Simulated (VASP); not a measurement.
# LiCl: band structure with PBE

LiCl:

```
Cl Li
1.0
     0.00000    2.56477    2.56477
     2.56477    0.00000    2.56477
     2.56477    2.56477    0.00000
Cl Li
1 1
Direct
  0.50000 0.50000 0.50000
  0.00000 0.00000 0.00000
```

```yaml
Program: VASP 6.6.1
Task: band structure
Functional: PBE
Potentials_or_basis: VASP PAW PBE potentials, release 64 (Cl, Li_sv)
Cutoff: 520 eV
k_mesh: 10 × 10 × 10
Occupations: gaussian, width 0.02 eV
Spin: no spin polarisation
Ladder: free
Further_INCAR_settings: ALGO = Fast; EDIFF = 1e-06; NBANDS = 12
```

```yaml
Band_gap_on_the_k_mesh: 6.34 eV, direct
Band_gap_along_the_path: 6.34 eV, direct
```

Levels at the corners of the path, in eV from the valence-band top:
```
point  band 3  band 4  band 5  band 6  band 7  band 8
    Γ    0.00    0.00    0.00    6.34   11.94   11.94
    X   -2.90   -1.10   -1.10    7.88    8.29   12.44
    X   -2.90   -1.10   -1.10    7.88    8.29   12.44
    W   -2.12   -2.12   -1.06    9.56   10.14   10.44
    W   -2.12   -2.12   -1.06    9.56   10.14   10.44
    K   -2.48   -1.78   -0.83    8.08    9.94   11.45
    K   -2.48   -1.78   -0.83    8.08    9.94   11.45
    Γ    0.00    0.00    0.00    6.34   11.94   11.94
    Γ    0.00    0.00    0.00    6.34   11.94   11.94
    L   -2.81   -0.26   -0.26    6.76    9.50    9.50
    L   -2.81   -0.26   -0.26    6.76    9.50    9.50
    U   -2.48   -1.78   -0.83    8.08    9.94   11.45
    U   -2.48   -1.78   -0.83    8.08    9.94   11.45
    W   -2.12   -2.12   -1.06    9.56   10.14   10.44
    W   -2.12   -2.12   -1.06    9.56   10.14   10.44
    L   -2.81   -0.26   -0.26    6.76    9.50    9.50
    L   -2.81   -0.26   -0.26    6.76    9.50    9.50
    K   -2.48   -1.78   -0.83    8.08    9.94   11.45
    U   -2.48   -1.78   -0.83    8.08    9.94   11.45
    X   -2.90   -1.10   -1.10    7.88    8.29   12.44
```

Wall time 56 s on 1 thread of Intel(R) Xeon(R) Platinum 8559C (Emerald Rapids), with other jobs on the host, peak memory 0.17 GiB.

 A hybrid or GW would open this gap; PBE tends to underestimate it.
